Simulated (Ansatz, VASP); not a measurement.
# Two plane-wave programs on InAs

```xyz
2
Lattice="0.0000 2.7726 2.7726 2.7726 0.0000 2.7726 2.7726 2.7726 0.0000" Properties=species:S:1:pos:R:3 pbc="T T T"
In    0.0000    0.0000    0.0000
As    1.3863    1.3863    1.3863
```

Change from the starting cell: volume scaled by 0.72, PAW files.

Alike in both runs: task single point; functional PBE; k mesh 11 × 11 × 11; occupations fermi-dirac, width 0.08 eV; no spin polarisation.

|  | VASP | Ansatz |
| --- | --- | --- |
| version | VASP 6.6.1 | Ansatz 0.2.0 |
| potentials or method | VASP PAW PBE potentials, release 64 (In_d, As) | PAW with Ansatz's default frozen-core files, scalar-relativistic |
| plane-wave cutoff (eV) | 520 | 420 |
| valence electrons in the cell | 18 | 28 |

VASP gave:

| Quantity | Value |
| --- | --- |
| pressure (GPa) | 34.6 |

Question: Which values does Ansatz return?

Answer: Pressure (GPa): 34.4.

With one functional, cell and mesh, what is left measures potentials, basis and numerics. The two sets of potentials don't hold the same shells in valence.

Caveats: so large a pressure means that the cell lies far from this level's equilibrium, or that cutoff or potentials fall short (VASP). A k mesh can miss the band edges.
